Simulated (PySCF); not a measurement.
# Dipole moment and polarisability across levels of theory

Compound: C6H7N.
SMILES: `NC1=CC=CC=C1`

PySCF, dipoles from the SCF density, polarisabilities from static response with core orbitals frozen. Isolated species at its PBE0-D3(BJ)/def2-SVP geometry, gas phase.

Problem. How do dipole and polarisability depend on functional and basis here?

Solution. 

```json
{"level": "LDA/def2-SVPD", "μ (D)": "1.832", "α (au)": "81.87", "error (%)": "+4.8", "anisotropy (au)": "52.11"}
{"level": "PBE/def2-SVPD", "μ (D)": "1.803", "α (au)": "81.12", "error (%)": "+3.8", "anisotropy (au)": "52.11"}
{"level": "B3LYP/def2-SVPD", "μ (D)": "1.701", "α (au)": "79.66", "error (%)": "+1.9", "anisotropy (au)": "50.07"}
{"level": "PBE0/def2-SVPD", "μ (D)": "1.719", "α (au)": "78.81", "error (%)": "+0.8", "anisotropy (au)": "49.32"}
{"level": "BHandHLYP/def2-SVPD", "μ (D)": "1.621", "α (au)": "77.46", "error (%)": "-0.9", "anisotropy (au)": "47.43"}
{"level": "CAM-B3LYP/def2-SVPD", "μ (D)": "1.648", "α (au)": "78.53", "error (%)": "+0.5", "anisotropy (au)": "48.60"}
{"level": "wB97X-D/def2-SVPD", "μ (D)": "1.664", "α (au)": "78.78", "error (%)": "+0.8", "anisotropy (au)": "47.87"}
{"level": "LC-wPBE/def2-SVPD", "μ (D)": "1.636", "α (au)": "76.73", "error (%)": "-1.8", "anisotropy (au)": "47.02"}
{"level": "HF/def2-SVPD", "μ (D)": "1.558", "α (au)": "75.62", "error (%)": "-3.2", "anisotropy (au)": "44.02"}
{"level": "PBE0/6-31G*", "μ (D)": "1.837", "α (au)": "63.82", "error (%)": "-18.3", "anisotropy (au)": "60.89"}
{"level": "PBE0/def2-SVP", "μ (D)": "1.903", "α (au)": "67.73", "error (%)": "-13.3", "anisotropy (au)": "55.06"}
{"level": "PBE0/6-31+G*", "μ (D)": "1.752", "α (au)": "76.39", "error (%)": "-2.3", "anisotropy (au)": "47.87"}
{"level": "PBE0/aug-cc-pVDZ", "μ (D)": "1.702", "α (au)": "81.44", "error (%)": "+4.2", "anisotropy (au)": "48.87"}
{"level": "PBE0/def2-TZVP", "μ (D)": "1.780", "α (au)": "76.17", "error (%)": "-2.5", "anisotropy (au)": "50.60"}
```

Reference polarisability: 11.581 Å³ (measured, gas; NIST CCCBDB Release 22 (SRD 101), experimental polarizabilities). The anisotropy is √(½[(α1 − α2)² + (α2 − α3)² + (α3 − α1)²]). For the polarisability, the smallest error is 0.5% (CAM-B3LYP/def2-SVPD) and the largest 18.3% (PBE0/6-31G*). The dipole runs from 1.56 D (HF/def2-SVPD) to 1.90 D (PBE0/def2-SVP). In one basis (def2-SVPD) the functionals order the polarisability from HF (lowest) to LDA (highest), a spread of 8%. With PBE0 the polarisability is 69.24 au without diffuse functions (mean of 6-31G*, def2-SVP and def2-TZVP) and 78.88 au with them (mean of 6-31+G*, def2-SVPD and aug-cc-pVDZ). Measured values can belong to vibrating molecules and may average over conformers; the computed ones are for one fixed geometry.
